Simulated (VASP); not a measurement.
# NiO (P4_2/mmc) in VASP: single point with PBE

Aim: the single point of NiO with PBE.

All numbers are computed with VASP 6.6.1; they aren't measurements. Logs are shortened: lines on timing, memory, paths and dates and some standing lists are left out, and cuts for length are marked.

### Step 1. The crystal as given

It takes space group P4_2/mmc (No. 131, tetragonal). Conventional cell: a = 3.358 Å, b = 3.358 Å, c = 4.180 Å, α = 90.00°, β = 90.00°, γ = 90.00°. Ni (site symmetry mmm) has 4 O at 1.98 Å as nearest neighbours. O (site symmetry -4m2) is surrounded by 4 Ni at 1.98 Å and 2 O at 2.09 Å.

Measurements of this composition are mostly on another form, of space group No. 225.

### Step 2. Single point, PBE, collinear spin, typed start

The input, INCAR:

```
PREC     = Accurate       # precision mode
ENCUT    = 520            # plane-wave cutoff, eV
EDIFF    = 1E-6           # SCF threshold, eV
ISMEAR   = -1             # smearing method
SIGMA    = 0.05           # smearing width, eV
LREAL    = F              # projectors in reciprocal space
LASPH    = T              # aspherical terms in the spheres
NELM     = 150            # most SCF steps
ALGO     = Normal         # electronic algorithm
ISIF     = 2              # what is computed and relaxed
LWAVE    = F              # write WAVECAR
LCHARG   = F              # write CHGCAR
ISPIN    = 2              # spin polarisation
MAGMOM   = 2.5 2.5 0 0    # initial moments
LORBIT   = 11             # projections on sites
LMAXMIX  = 4              # l up to which the mixer works
GGA      = PE             # functional
NBANDS   = 28             # bands
```

The input, KPOINTS:

```
Automatic mesh
0
Gamma
  8 8 7
```

The input, POSCAR:

```
NiO
1.0
    3.3577871100      0.0000000000      0.0000000000
    0.0000000000      3.3577871100      0.0000000000
    0.0000000000      0.0000000000      4.1804528100
Ni O
2 2
Direct
    0.0000000000      0.5000000000      0.0000000000
    0.5000000000      0.0000000000      0.5000000000
    0.0000000000      0.0000000000      0.2500000000
    0.0000000000      0.0000000000      0.7500000000
```

Potentials or basis: VASP PAW PBE potentials, release 64 (Ni, O).

On the command line:

```
cat potpaw_PBE.64/Ni/POTCAR potpaw_PBE.64/O/POTCAR > POTCAR
mpirun -np 1 vasp_std > vasp.out
```

OUTCAR:

```text
PREC = Accurate
   ENCUT = 520
   EDIFF = 1E-6
   ISMEAR = -1
   LREAL = F
   LASPH = T
   NELM = 150
   ISIF = 2
   ISPIN = 2
   LORBIT = 11
   GGA = PE

 ion  position               nearest neighbor table
   1  0.000  0.500  0.000-   3 1.98   4 1.98   3 1.98   4 1.98
   2  0.500  0.000  0.500-   3 1.98   4 1.98   3 1.98   4 1.98
   3  0.000  0.000  0.250-   1 1.98   2 1.98   1 1.98   2 1.98
   4  0.000  0.000  0.750-   1 1.98   2 1.98   1 1.98   2 1.98

  LATTYP: Found a simple tetragonal cell.
 ALAT       =     3.3577871100
 C/A-ratio  =     1.2450023402

  Lattice vectors:

 A1 = (   3.3577871100,   0.0000000000,   0.0000000000)
 A2 = (   0.0000000000,   3.3577871100,   0.0000000000)
 A3 = (   0.0000000000,   0.0000000000,   4.1804528100)

Analysis of symmetry for initial positions (statically):
=====================================================================
 Subroutine PRICEL returns:
 Original cell was already a primitive cell.

 Routine SETGRP: Setting up the symmetry group for a
 simple tetragonal supercell.

 Subroutine GETGRP returns: Found 16 space group operations
 (whereof  8 operations were pure point group operations)
 out of a pool of 16 trial point group operations.

The static configuration has the point symmetry D_2h.
 The point group associated with its full space group is D_4h.

Analysis of symmetry for dynamics (positions and initial velocities):
=====================================================================
 Subroutine PRICEL returns:
 Original cell was already a primitive cell.

 Routine SETGRP: Setting up the symmetry group for a
 simple tetragonal supercell.

 Subroutine GETGRP returns: Found 16 space group operations
 (whereof  8 operations were pure point group operations)
 out of a pool of 16 trial point group operations.

The dynamic configuration has the point symmetry D_2h.
 The point group associated with its full space group is D_4h.

Analysis of structural, dynamic, and magnetic symmetry:
=====================================================================
 Subroutine PRICEL returns:
 Original cell was already a primitive cell.

 Routine SETGRP: Setting up the symmetry group for a
 simple tetragonal supercell.

 Subroutine GETGRP returns: Found 16 space group operations
 (whereof  8 operations were pure point group operations)
 out of a pool of 16 trial point group operations.

The overall configuration has the point symmetry D_2h.
 The point group associated with its full space group is D_4h.

 Subroutine INISYM returns: Found 16 space group operations
 (whereof  8 operations are pure point group operations),
 and found     1 'primitive' translations

----------------------------------------------------------------------------------------

                                     Primitive cell

  volume of cell :      47.1335

  direct lattice vectors                    reciprocal lattice vectors
     3.357787110  0.000000000  0.000000000     0.297815188  0.000000000  0.000000000
     0.000000000  3.357787110  0.000000000     0.000000000  0.297815188  0.000000000
     0.000000000  0.000000000  4.180452810     0.000000000  0.000000000  0.239208537

  length of vectors
     3.357787110  3.357787110  4.180452810     0.297815188  0.297815188  0.239208537

  position of ions in fractional coordinates (direct lattice)
     0.000000000  0.500000000  0.000000000
     0.500000000  0.000000000  0.500000000
     0.000000000  0.000000000  0.250000000
     0.000000000  0.000000000  0.750000000

  ion indices of the primitive-cell ions
   primitive index   ion index
                 1           1
                 2           2
                 3           3
                 4           4

----------------------------------------------------------------------------------------

 KPOINTS: Automatic mesh

Automatic generation of k-mesh.
 Grid dimensions read from file:
 generate k-points for:    8    8    7

 Generating k-lattice:

  Cartesian coordinates                     Fractional coordinates (reciprocal lattice)
     0.037226899  0.000000000  0.000000000     0.125000000  0.000000000  0.000000000
     0.000000000  0.037226899  0.000000000     0.000000000  0.125000000  0.000000000
     0.000000000  0.000000000  0.034172648     0.000000000  0.000000000  0.142857143

  Length of vectors
     0.037226899  0.037226899  0.034172648

  Shift w.r.t. Gamma in fractional coordinates (k-lattice)
     0.000000000  0.000000000  0.000000000

 Subroutine IBZKPT returns following result:
 ===========================================

 Found     60 irreducible k-points:

 Following reciprocal coordinates:
            Coordinates               Weight
  0.000000  0.000000  0.000000      1.000000
  0.125000  0.000000  0.000000      4.000000
  0.250000  0.000000  0.000000      4.000000
  0.375000  0.000000  0.000000      4.000000
  0.500000  0.000000  0.000000      2.000000
  0.125000  0.125000  0.000000      4.000000
[... 16 lines left out ...]
  0.375000  0.125000  0.142857     16.000000
  0.500000  0.125000  0.142857      8.000000
 [... further k-points ...]
   k-points           NKPTS =     60   k-points in BZ     NKDIM =     60   number of bands    NBANDS=     28
   number of dos      NEDOS =    301   number of ions     NIONS =      4
   total plane-waves  NPLWV =  25088
   dimension x,y,z NGX =    28 NGY =   28 NGZ =   32
   dimension x,y,z NGXF=    56 NGYF=   56 NGZF=   64
   ions per type =               2   2
   NGX,Y,Z   is equivalent  to a cutoff of  13.86, 13.86, 12.73 a.u.
   NGXF,Y,Z  is equivalent  to a cutoff of  27.73, 27.73, 25.45 a.u.
 SYSTEM =  unknown system
   PREC   = accura    normal or accurate (medium, high low for compatibility)
   ISTART =      0    job   : 0-new  1-cont  2-samecut
   ICHARG =      2    charge: 1-file 2-atom 10-const
   ISPIN  =      2    spin polarized calculation?
   LNONCOLLINEAR =      F non collinear calculations
   LSORBIT =      F    spin-orbit coupling
   LASPH  =      T    aspherical Exc in radial PAW
   ENCUT  =  520.0 eV  38.22 Ry    6.18 a.u.   6.24  6.24  7.77*2*pi/ulx,y,z
   NELM   =    150;   NELMIN=  2; NELMDL= -5     # of ELM steps
   EDIFF  = 0.1E-05   stopping-criterion for ELM
   LREAL  =      F    real-space projection
   EDIFFG = 0.1E-04   stopping-criterion for IOM
   NSW    =      0    number of steps for IOM
   IBRION =     -1    ionic relax: 0-MD 1-quasi-New 2-CG
   NFREE  =      0    steps in history (QN), initial steepest desc. (CG)
   ISIF   =      2    stress and relaxation
   ISYM   =      2    0-nonsym 1-usesym 2-fastsym
   POTIM  = 0.5000    time-step for ionic-motion
   TEBEG  =    0.0;   TEEND  =   0.0 temperature during run
   PSTRESS=    0.0 pullay stress
   NELECT =      32.0000    total number of electrons
   NUPDOWN=      -1.0000    fix difference up-down
   EMIN   =  10.00;   EMAX   =-10.00  energy-range for DOS
   EFERMI =   0.00;   METHOD = LEGACY
   ISMEAR =    -1;   SIGMA  =   0.05  broadening in eV -4-tet -1-fermi 0-gaus
   EFERMI_NEDOS =   21; number of points for ismear=-14 and -15
   IALGO  =     38    algorithm
   IMIX   =      4    mixing-type and parameters
     AMIX     =   0.40;   BMIX     =  1.00
     AMIX_MAG =   1.60;   BMIX_MAG =  1.00
  volume/ion in A,a.u.               =      11.78        79.52
  Fermi-wavevector in a.u.,A,eV,Ry     =   1.438848  2.719029 28.167921  2.070284
  Thomas-Fermi vector in A             =   2.557769
   LORBIT       =     11    0 simple, 1 ext, 2 COOP (PROOUT), +10 PAW based schemes
   GGA     = PE    functional components
   LHFCALC =     F    Hartree Fock is set to
   AEXX    =    0.0000 exact exchange contribution
   IVDW    =     0    specifies the selected vdW correction
   LEPSILON=     F    determine dielectric tensor
   LRPA    =     F    only Hartree local field effects (RPA)
 spin polarized calculation
  energy-cutoff  :      520.00
  volume of cell :       47.13
 maximum number of plane-waves:      1288
 NGX is ok and might be reduce to    28
   NGX = 13   NGY = 13   NGZ = 15

 number of electron      32.0000030 magnetization       0.0003240

 Free energy of the ion-electron system (eV)
  ---------------------------------------------------
  ext. energy  EPLUGINS =         0.00000000
  ---------------------------------------------------
  free energy    TOTEN  =       -22.19766275 eV

  energy without entropy =      -22.16954832  energy(sigma->0) =      -22.18360553

 E-fermi :   4.7099     XC(G=0): -11.0037

 val. band max:        4.7077909370   @ k =   0.3750   0.3750   0.0000
 cond. band min:       4.7134206012   @ k =   0.5000   0.5000   0.2857
 fundamental gap:      0.0056296642
 Fermi energy:         4.7098827883

 spin component 1

 k-point     1 :       0.0000    0.0000    0.0000
  band No.  band energies     occupation
      1     -15.7823      1.00000
      2     -12.7522      1.00000
      3      -3.5186      1.00000
      4      -0.4999      1.00000
      5      -0.4999      1.00000
      6      -0.1580      1.00000
[... 20 lines left out ...]
     27      19.2543      0.00000
[... 691 lines left out ...]
      6      -0.0118      1.00000
[... 20 lines left out ...]
     27      22.7450      0.00000
     28      22.8973      0.00000

 [... further k-points ...]

 spin component 2

 k-point     1 :       0.0000    0.0000    0.0000
  band No.  band energies     occupation
      1     -15.7824      1.00000
      2     -12.7522      1.00000
      3      -3.5186      1.00000
      4      -0.4998      1.00000
      5      -0.4998      1.00000
      6      -0.1580      1.00000
[... 20 lines left out ...]
     27      19.2544      0.00000
[... 691 lines left out ...]
      6      -0.0117      1.00000
[... 20 lines left out ...]
     27      22.7450      0.00000
     28      22.8973      0.00000

 [... further k-points ...]

------------------------ aborting loop because EDIFF is reached ----------------------------------------

  FORCE on cell =-STRESS in cart. coord.  units (eV):
  Direction    XX          YY          ZZ          XY          YZ          ZX
  --------------------------------------------------------------------------------------
  -------------------------------------------------------------------------------------
  Total       -7.5693799     -7.5693799      6.3552503      0.0000000      0.0000000      0.0000000
  in kB     -257.3008643   -257.3008643    216.0297699      0.0000000      0.0000000      0.0000000
  external PRESSURE =     -99.5239862 kB  Pullay stress =       0.0000000 kB

 VOLUME and BASIS-vectors are now :
 -----------------------------------------------------------------------------
  energy-cutoff  :      520.00
  volume of cell :       47.13
      direct lattice vectors                 reciprocal lattice vectors
     3.357787110  0.000000000  0.000000000     0.297815188  0.000000000  0.000000000
     0.000000000  3.357787110  0.000000000     0.000000000  0.297815188  0.000000000
     0.000000000  0.000000000  4.180452810     0.000000000  0.000000000  0.239208537

 POSITION                                       TOTAL-FORCE (eV/Angst)
 -----------------------------------------------------------------------------------
      0.00000      1.67889      0.00000         0.000000      0.000000      0.000000
      1.67889      0.00000      2.09023         0.000000      0.000000      0.000000
      0.00000      0.00000      1.04511         0.000000      0.000000     -0.000000
      0.00000      0.00000      3.13534         0.000000      0.000000      0.000000
 -----------------------------------------------------------------------------------
    total drift:                                0.000000      0.000000      0.000000

  FREE ENERGIE OF THE ION-ELECTRON SYSTEM (eV)
  ---------------------------------------------------
  free  energy   TOTEN  =       -22.1976627453 eV

  energy  without entropy=      -22.1695483168  energy(sigma->0) =      -22.18360553

 total charge

# of ion       s       p       d       tot
------------------------------------------
    1        0.372   0.382   8.314   9.069
    2        0.372   0.382   8.314   9.069
    3        1.583   3.326   0.000   4.909
    4        1.583   3.326   0.000   4.909
--------------------------------------------------
tot          3.910   7.417  16.628  27.955

 magnetization (x)

# of ion       s       p       d       tot
------------------------------------------
    1        0.000   0.000   0.000   0.000
    2        0.000   0.000   0.000   0.000
    3        0.000  -0.000   0.000  -0.000
    4        0.000  -0.000   0.000  -0.000
--------------------------------------------------
tot          0.000  -0.000   0.000   0.000
```

Wall time 2.6 min (1 thread of Intel Xeon Platinum 8259CL at 2.50GHz (Skylake/Cascade Lake), shared host); peak memory 0.25 GiB.

What came out:

```
Free energy                                           : -22.1977 eV
Pressure                                              : -10.0 GPa
Band gap on the k mesh                                : none (metal or under the smearing width)
Net moment                                            : 0.00 μB per cell
Valence electrons inside the program's atomic spheres : Ni 9.07; O 4.91
```

Levels at points of the mesh, in eV from the Fermi level:
Spin up:
| k point | band 14 | band 15 | band 16 | band 17 | band 18 | band 19 |
| --- | --- | --- | --- | --- | --- | --- |
| (0.00, 0.00, 0.00) | -0.74 | -0.01 | 0.45 | 1.65 | 1.65 | 1.88 |
| (0.50, 0.00, 0.00) | -0.47 | -0.41 | -0.27 | 1.29 | 1.51 | 4.64 |
| (0.50, 0.50, 0.00) | -0.62 | -0.45 | 0.10 | 0.10 | 1.43 | 1.75 |
Spin down:
| k point | band 13 | band 14 | band 15 | band 16 | band 17 | band 18 | band 19 | band 20 |
| --- | --- | --- | --- | --- | --- | --- | --- | --- |
| (0.00, 0.00, 0.00) | -0.74 | -0.74 | -0.01 | 0.45 | 1.65 | 1.65 | 1.88 | 6.96 |
| (0.50, 0.00, 0.00) | -0.86 | -0.47 | -0.41 | -0.27 | 1.29 | 1.51 | 4.64 | 5.27 |
| (0.50, 0.50, 0.00) | -0.75 | -0.62 | -0.45 | 0.10 | 0.10 | 1.43 | 1.75 | 9.20 |

Caveat: the starting moments collapsed, and a magnetic state may lie lower; semilocal functionals often make such compounds metallic where correlation or magnetic order opens a gap, which also shifts bond lengths. With open d or f shells a metallic result of PBE can be an artefact of self-interaction; +U or a hybrid may open a gap.
